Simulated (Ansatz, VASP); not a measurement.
**LiH: VASP beside Ansatz**

INCAR

```
SYSTEM = LiH
  PREC = Accurate
  ENCUT = 520
  EDIFF = 1E-6
  ISMEAR = -1
  SIGMA = 0.05
  LREAL = .FALSE.
  LASPH = .TRUE.
  NELM = 80
  ALGO = Normal
  ISIF = 2
  LWAVE = .FALSE.
  LCHARG = .FALSE.
  NBANDS = 9
```

The input KPOINTS:

```
Automatic mesh
0
G
  9 9 9
  0 0 0
```

The input POSCAR:

```
LiH
1.0
    0.0000000000      2.0230801250      2.0230801250
    2.0230801250      0.0000000000      2.0230801250
    2.0230801250      2.0230801250      0.0000000000
Li H
1 1
Direct
    0.0000000000      0.0000000000      0.0000000000
    0.5000000000      0.5000000000      0.5000000000
```

The input input.yaml:

```yaml
crystal:
  lattice:
    - [0.0, 2.023080125, 2.023080125]
    - [2.023080125, 0.0, 2.023080125]
    - [2.023080125, 2.023080125, 0.0]
  atoms:
    - { symbol: Li, position: [0.0, 0.0, 0.0] }
    - { symbol: H, position: [0.5, 0.5, 0.5] }
hamiltonian:
  xc: lda
  pseudopotentials: { kind: paw }
kpoints:
  mp_grid: { grid: [9, 9, 9] }
scf:
  occupations: { method: fermi_dirac, width: 0.05 }
output:
  forces: true
  stress: true
  eigenvalues: true
  write_density: true
  write_potential: true
  elf: true
  volumetric_format: npy
```

Alike in both runs: task single point; functional LDA; k mesh 9 × 9 × 9; occupations fermi-dirac, width 0.05 eV; no spin polarisation.

|  | VASP | Ansatz |
| --- | --- | --- |
| version | VASP 6.6.1 | Ansatz 0.2.0 |
| potentials or method | VASP PAW LDA potentials, release 64 (Li_sv, H) | Ansatz PAW |
| plane-wave cutoff (eV) | 520 | 420 |
| valence electrons in the cell | 4 | 4 |

```tsv
	VASP	Ansatz	Ansatz less VASP
gap on the k mesh at the Fermi level (eV)	2.93	2.93	+0.007
least direct gap on the mesh (eV)	2.93	2.93	+0.007
```

Caveats: an odd mesh through Γ misses points on the zone boundary, where band edges often lie (VASP); odd divisions of the mesh miss points on the zone boundary, where band edges often lie, so the gap on the mesh can be too wide (Ansatz). As with any semilocal functional, this LDA gap is likely too small.
